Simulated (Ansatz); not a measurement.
# BN: the cost of one run

Computed with Ansatz 0.2.0 (DFT LDA, scalar-relativistic, unless a step's input says otherwise).

2 further runs of the same task are left out: 2 set aside as unsound or not needed.

### Step 1. The starting structure

Symmetry: F-43m, No. 216, cubic system. The conventional cell has a = 3.615 Å, b = 3.615 Å, c = 3.615 Å, α = 90.00°, β = 90.00°, γ = 90.00°. B (site symmetry -43m) is surrounded by 4 N at 1.57 Å. Around N (site symmetry -43m) lie 4 B at 1.57 Å.

Structure file:

```cif
data_structure
_symmetry_space_group_name_H-M 'F-43m'
_symmetry_Int_Tables_number 216
_cell_length_a 3.6150
_cell_length_b 3.6150
_cell_length_c 3.6150
_cell_angle_alpha 90.000
_cell_angle_beta 90.000
_cell_angle_gamma 90.000
_cell_volume 47.24
loop_
_atom_site_label
_atom_site_type_symbol
_atom_site_symmetry_multiplicity
_atom_site_Wyckoff_symbol
_atom_site_fract_x
_atom_site_fract_y
_atom_site_fract_z
_atom_site_occupancy
B1 B 4 a 0.00000 0.00000 0.00000 1
N1 N 4 c 0.25000 0.25000 0.25000 1
```

The file gives the conventional cell by its symmetry; the runs use the cell typed in the input.

Atoms are numbered in the order of the input: B1, N2.

### Step 2. The deformed structure

Space group F-43m before, I-4m2 after.

### Step 3. All-electron LAPW

Contents of input.yaml:

```yaml
crystal:
  lattice:
    - [0.0, 1.8075, 1.789425]
    - [1.8075, 0.0, 1.789425]
    - [1.8075, 1.8075, 0.0]
  atoms:
    - { symbol: B, position: [0.0, 0.0, 0.0] }
    - { symbol: "N", position: [0.75, 0.75, 0.75] }
kpoints:
  mp_grid: { grid: [11, 11, 11] }
  band_path:
    path:
      - [0.0, 0.0, 0.0]
      - [0.0, 0.5, 0.5]
      - [0.25, 0.75, 0.5]
      - [0.0, 0.5, 0.0]
      - [0.0, 0.0, 0.0]
      - [0.5, 0.5, 0.0]
      - [0.3775380063, 0.6224619937, 0.0]
      - [-0.3775380063, 0.3775380063, 0.0]
      - [0.0, 0.0, 0.0]
    npoints: 5
scf:
  occupations: { method: fermi_dirac, width: 0.02 }
hamiltonian:
  xc: lda
  pseudopotentials: { kind: all_electron, lapw: { basis_error: 0.0005 } }
output:
  forces: true
  stress: true
  eigenvalues: true
```

Launch:

```
ansatz run input.yaml --threads 1 --pin off --max-ram 3072MiB --backend cpu --events-out ev --progress --plain --runs-dir out
```

**Question.** How long does this run take on 1 thread of Intel Xeon Platinum 8488C (Sapphire Rapids), shared host, and how much memory does it need?

About 11 s, with a peak of 0.34 GiB.
